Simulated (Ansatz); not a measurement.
Crystal: Ni.

```xyz
1
Lattice="-1.3837 1.3837 1.3837 1.3837 -1.3837 1.3837 1.3837 1.3837 -1.3837" Properties=species:S:1:pos:R:3 pbc="T T T"
Ni    0.0000    0.0000    0.0000
```

This isn't the form of Ni at room conditions, which is fcc.

Base run:

* Program: Ansatz 0.2.0
* Functional: PBEsol
* Potentials or basis: all-electron LAPW, scalar-relativistic
* Cutoff: 339 eV (chosen from the basis error)
* Basis error allowed: 0.001 eV/atom
* k mesh: 13 × 13 × 13
* Occupations: fermi-dirac, width 0.05 eV
* Spin: no spin polarisation

Its results: band gap on the k mesh none (metal or under the smearing width); pressure -4.5 GPa.

Question: The run is repeated on the same cell with these changes: spin from no spin polarisation to collinear spin, ferromagnetic start. What comes out?

Answer: Band gap on the k mesh none (metal or under the smearing width); pressure -2.4 GPa; net moment 0.59 μB per cell; site moments Ni +0.61 μB.
